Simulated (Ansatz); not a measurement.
# HfC (P1) in Ansatz: convergence with n extra bands

Aim: find how far n extra bands must go before the results for HfC settle, at PBE+U. This setting moves, with any that are tied to it; all else stays.

Everything below comes from runs of Ansatz 0.2.0. Logs are shortened: lines on timing, memory, paths and dates and some standing lists are left out, and cuts for length are marked.

### Step 1. The cell of the first run

The typed cell holds 2 atoms: a = 3.288 Å, b = 3.288 Å, c = 3.288 Å, α = 60.00°, β = 60.00°, γ = 60.00°.

The cell isn't the ideal one: atoms moved at random, drawn with an rms of 0.05 Å.

### Step 2. With n extra bands 1

The input, input.yaml:

```yaml
crystal:
  lattice:
    - [0.0, 2.325, 2.325]
    - [2.325, 0.0, 2.325]
    - [2.325, 2.325, 0.0]
  atoms:
    - { symbol: Hf, position: [0.488724, 0.508325, 0.488419] }
    - { symbol: C, position: [-0.009852, 0.0191, -0.006335] }
hamiltonian:
  xc: pbe
  pseudopotentials: { kind: nc, accuracy: standard }
  hubbard: { sites: [{ species: Hf, l: d, u_eff: 3.5 }] }
kpoints:
  mp_grid: { grid: [7, 7, 7] }
scf:
  occupations: { method: cold, width: 0.1 }
  n_extra_bands: 1
output:
  forces: true
  stress: true
  eigenvalues: true
```

Potentials or basis: PseudoDojo standard (PBE files).

Command:

```console
$ ansatz run input.yaml --threads 2 --pin off --max-ram 5632MiB --backend cpu --events-out ev --progress --plain --runs-dir out
```

Log:

```text
Warning: RAYON_NUM_THREADS=2 ignored (pool sized by the plan → 2); use --threads N
scf.n_extra_bands = 1 over 8 filled bands (N_el = 16.0): the run solves 9 bands
Engine: ansatz 0.2.0, aarch64-unknown-linux-gnu
Pseudopotentials: kind: nc
Pseudopotential: Hf, nc, valence charge 12, recommended cutoff 789.130201 eV (normal), Hf.nc.azcp (PseudoDojo's, or run here from an input of PseudoDojo's; its table is named by hamiltonian.pseudopotentials.accuracy)
Pseudopotential: C, nc, valence charge 4, recommended cutoff 1115.666836 eV (normal), C.nc.azcp (PseudoDojo's, or run here from an input of PseudoDojo's; its table is named by hamiltonian.pseudopotentials.accuracy)
Functional definition: PBE
  parameter kappa = 0.804
  parameter beta = 0.06672455060314922
  exchange = pbe_x(kappa = kappa, mu = beta*pi^2/3)
  correlation = pbe_c(beta = beta)
Crystal: 2 atoms, lattice volume = 25.136 Å³
Basis set: ecut = 1115.666836 eV, 2109 PW (Γ), exchange–correlation on 72×72×72 points (8 copies of the dense FFT grid, shifted against one another)
Bands: 9, of which v1, the nominal top of the filled ones, is band 8 counted from 1 (7 counted from 0)
Symmetry: 1 space group operations
Space group: P1 (ITA 1), of the structure as read, at distance tolerance 2.9e-5 Å
k-points: 172 of 343 (time reversal used)
Non-local potential: Hf, projectors of the file, l = 0: 2, l = 1: 2, l = 2: 2, l = 3: 2
Non-local potential: C, projectors of the file, l = 0: 2, l = 1: 2
Initial density: superposition of atomic densities (chi_scale 0.1, normalization cell, long waves kept (reshape's long-wave potential 0.00 eV rms))
Initial wavefunctions: pseudopotential atomic-orbital guess
Functional: x = pbe(κ = 0.804, μ = 0.2195149727645171), c = pbe(β = 0.06672455060314922)
SCF iter   1: F=—  HF=-1698.613066 eV  |F-HF|=—  |Δ(HF+E_count)|=         —  Δρ=1.23e-1  dr2=5.57e0  ethr=3.10e-3  ⟨swp⟩=6.1  Hψ=10644  notcnv=0
preconditioner: auto → none  [metal: Δε(μ)=0.029 eV  Ē_g=7.995 eV  σ=0.100 eV  W_gap=0.18  n_scr=8 (ndim 8)  ℏωp=20.9 eV  f_vac=0.000  D(μ)=0.29/eV (n_scr^D=0)  sad-step TF]
SCF iter   2: F=—  HF=-1697.370974 eV  |F-HF|=—  |Δ(HF+E_count)|=    1.24e0  S|Δr|=    0.00e0  Δρ=3.80e-2  dr2=4.16e-1  ethr=3.10e-3  ⟨swp⟩=2.9  Hψ=3942  notcnv=0
SCF iter   3: F=—  HF=-1697.384199 eV  |F-HF|=—  |Δ(HF+E_count)|=   1.32e-2  S|Δr|=    0.00e0  Δρ=1.37e-2  dr2=2.13e-2  ethr=2.60e-3  ⟨swp⟩=2.3  Hψ=2516  notcnv=0
SCF iter   4: F=—  HF=-1697.403973 eV  |F-HF|=—  |Δ(HF+E_count)|=   1.98e-2  S|Δr|=    0.00e0  Δρ=2.23e-3  dr2=1.45e-3  ethr=1.33e-4  ⟨swp⟩=3.1  Hψ=3441  notcnv=0
SCF iter   5: F=—  HF=-1697.403933 eV  |F-HF|=—  |Δ(HF+E_count)|=   4.02e-5  S|Δr|=    0.00e0  Δρ=2.97e-4  dr2=2.01e-5  ethr=9.05e-6  ⟨swp⟩=3.0  Hψ=3072  notcnv=0
SCF iter   6: F=—  HF=-1697.403937 eV  |F-HF|=—  |Δ(HF+E_count)|=   4.89e-6  S|Δr|=    0.00e0  Δρ=9.55e-5  dr2=2.40e-6  ethr=1.26e-7  ⟨swp⟩=3.1  Hψ=3454  notcnv=0
SCF iter   7: F=—  HF=-1697.403938 eV  |F-HF|=—  |Δ(HF+E_count)|=   4.06e-7  S|Δr|=    0.00e0  Δρ=2.50e-5  dr2=1.51e-7  ethr=1.50e-8  ⟨swp⟩=2.2  Hψ=2830  notcnv=0
SCF iter   8: F=-1697.403938 eV  HF=-1697.403938 eV  |F-HF|=3.18e-10  |Δ(HF+E_count)|=   5.45e-8  S|Δr|=    0.00e0  Δρ=2.81e-6  dr2=1.00e-9  ethr=6.25e-10  ⟨swp⟩=8.7  Hψ=10302  notcnv=0
SCF 1 converged in 8 iterations: F = -1697.403938 eV  dr2 = 1.00e-9
SCF converged after 8 iterations
Stability not checked: this state was not tested for a lower state beside it, because cold or Methfessel-Paxton smearing, or corrected tetrahedra, fill the levels in a way that the test cannot read (fill_not_monotonic; see scf.lower_state_search)
Free energy (F): -1697.403938 eV
Harris-Foulkes:  -1697.403938 eV  (|F-HF|=3.18e-10)
Internal energy: -1697.403470 eV  (E = F + TS)
E sigma→0 (E₀):  -1697.403782 eV
Entropy (-TS):   -0.000468 eV (-0.234 meV/atom)
Fermi energy:    15.776900 eV
--- Per-component energies (eV) ---
  E_band       = -88.895260
  E_kinetic    = 504.712071
  E_local      = -707.502161  (includes V_loc(G=0)·N_el)
  E_nonlocal   = 68.736525
  E_hartree    = 178.437495
  E_xc         = -447.468881
  E_vxc        = -313.721022  (∫ρ·V_xc dr)
  E_hubbard    = 3.355648  (on-site DFT+U / exact-exchange correction)
  E_vhub       = 2.004803  (the Hubbard potential's part of the band-sum identity)
  E_ewald      = -1297.674166
  E_smearing   = -0.000468  (= −TS)
  E_closure    = -0.000000  (closes the sum)
  Σ components = -1697.403938   (vs F -1697.403938, Δ=0.00e0)
--- Forces (eV/Å), atoms counted from 1 ---
  atom   1  Hf     0.31466815     0.14417854     0.25096109
  atom   2  C     -0.31467654    -0.14418387    -0.25096899
  max |Σ_I F_I| component: 8.39e-6 eV/Å
--- Stress (GPa, compression-positive) ---
        6.598365      -0.025790      -0.097921
       -0.025790       6.330939       0.003952
       -0.097921       0.003952       6.424850
  P = ⅓ Tr σ = 6.4514 GPa (64.514 kbar)
--- Band table (eV; the first three rows and the last of 172) ---
  k-point 0: bands = ["-45.9481", "-14.3612", "-14.3600", "-14.3584", "3.3096", "16.6723", "16.7026", "16.7242", "17.7312"]
  k-point 1: bands = ["-45.9397", "-14.4899", "-14.3734", "-14.3716", "3.8153", "14.7590", "15.3061", "15.3670", "18.3162"]
  k-point 2: bands = ["-45.9121", "-14.7730", "-14.4021", "-14.4003", "5.1553", "12.2750", "13.7932", "13.8096", "19.2457"]
  k-point 171: bands = ["-45.8825", "-14.9635", "-14.5150", "-14.4457", "6.9110", "10.2961", "13.0345", "13.0846", "20.5496"]
Occupation matrices written to <dir>
```

It took 14 s on 2 threads of Arm Neoverse V1, shared host; peak memory 0.54 GiB.

What came out:

```
Free energy            : -1697.4039 eV
Pressure               : 6.5 GPa
Largest force          : 0.428 eV/Å
Band gap on the k mesh : none (metal or under the smearing width)
```

### Step 3. With n extra bands 2

Changes to input.yaml since step 2:

```diff
@@ -16,3 +16,3 @@
   occupations: { method: cold, width: 0.1 }
-  n_extra_bands: 1
+  n_extra_bands: 2
 output:
```

Potentials or basis: PseudoDojo standard (PBE files).

Command:

```console
$ ansatz run input.yaml --threads 2 --pin off --max-ram 5632MiB --backend cpu --events-out ev --progress --plain --runs-dir out
```

Wall time 11 s (2 threads of Arm Neoverse V1, shared host); peak memory 0.54 GiB.

What came out:

```yaml
Free_energy: -1697.4039 eV
Pressure: 6.5 GPa
Largest_force: 0.428 eV/Å
Band_gap_on_the_k_mesh: none (metal or under the smearing width)
```

### Step 4. With n extra bands 4

Changes to input.yaml since step 3:

```diff
@@ -16,3 +16,3 @@
   occupations: { method: cold, width: 0.1 }
-  n_extra_bands: 2
+  n_extra_bands: 4
 output:
```

Command:

```console
$ ansatz run input.yaml --threads 2 --pin off --max-ram 5632MiB --backend cpu --events-out ev --progress --plain --runs-dir out
```

Run time: 12 s. Hardware: 2 threads of Arm Neoverse V1, shared host; peak memory 0.56 GiB.

Results:

```yaml
Free_energy: -1697.4039 eV
Pressure: 6.5 GPa
Largest_force: 0.428 eV/Å
Band_gap_on_the_k_mesh: none (metal or under the smearing width)
```

### Step 5. With n extra bands 8

Changes to input.yaml since step 4:

```diff
@@ -16,3 +16,3 @@
   occupations: { method: cold, width: 0.1 }
-  n_extra_bands: 4
+  n_extra_bands: 8
 output:
```

Command:

```console
$ ansatz run input.yaml --threads 2 --pin off --max-ram 5632MiB --backend cpu --events-out ev --progress --plain --runs-dir out
```

It took 15 s on 2 threads of Arm Neoverse V1, shared host; peak memory 0.58 GiB.

It converged, with:

```
Free energy            : -1697.4039 eV
Pressure               : 6.5 GPa
Largest force          : 0.428 eV/Å
Band gap on the k mesh : none (metal or under the smearing width)
```

### Step 6. With n extra bands 16

Changes to input.yaml since step 5:

```diff
@@ -16,3 +16,3 @@
   occupations: { method: cold, width: 0.1 }
-  n_extra_bands: 8
+  n_extra_bands: 16
 output:
```

Potentials or basis: PseudoDojo standard (PBE files).

Command:

```console
$ ansatz run input.yaml --threads 2 --pin off --max-ram 5632MiB --backend cpu --events-out ev --progress --plain --runs-dir out
```

It took 20 s on 2 threads of Arm Neoverse V1, shared host; peak memory 0.63 GiB.

The run converged. Its results:

* Free energy: -1697.4039 eV
* Pressure: 6.5 GPa
* Largest force: 0.428 eV/Å
* Band gap on the k mesh: none (metal or under the smearing width)

### Step 7. With n extra bands 32

Changes to input.yaml since step 6:

```diff
@@ -16,3 +16,3 @@
   occupations: { method: cold, width: 0.1 }
-  n_extra_bands: 16
+  n_extra_bands: 32
 output:
```

Command:

```console
$ ansatz run input.yaml --threads 2 --pin off --max-ram 5632MiB --backend cpu --events-out ev --progress --plain --runs-dir out
```

Wall time 29 s (2 threads of Arm Neoverse V1, shared host); peak memory 0.74 GiB.

The run converged. Its results:

| Quantity | Value |
| --- | --- |
| Free energy | -1697.4039 eV |
| Pressure | 6.5 GPa |
| Largest force | 0.428 eV/Å |
| Band gap on the k mesh | none (metal or under the smearing width) |

### Step 8. The series at a glance

```tsv
n extra bands	energy less the tightest run, at zero smearing (meV/atom)	SCF cycles	CPU time (s)	peak memory (GiB)
1	0.00	8	28	0.54
2	0.00	8	23	0.54
4	0.00	8	25	0.56
8	0.00	8	29	0.58
16	0.00	8	39	0.63
32	0.00	8	57	0.74
```

Against the tightest run, the energy stays within 1 meV/atom from 1 on. The tightest run that finished is the yardstick and may itself not be fully converged.

Caveats: U without spin polarisation on a metal has little footing; the U is typed as a test and isn't derived for this compound.
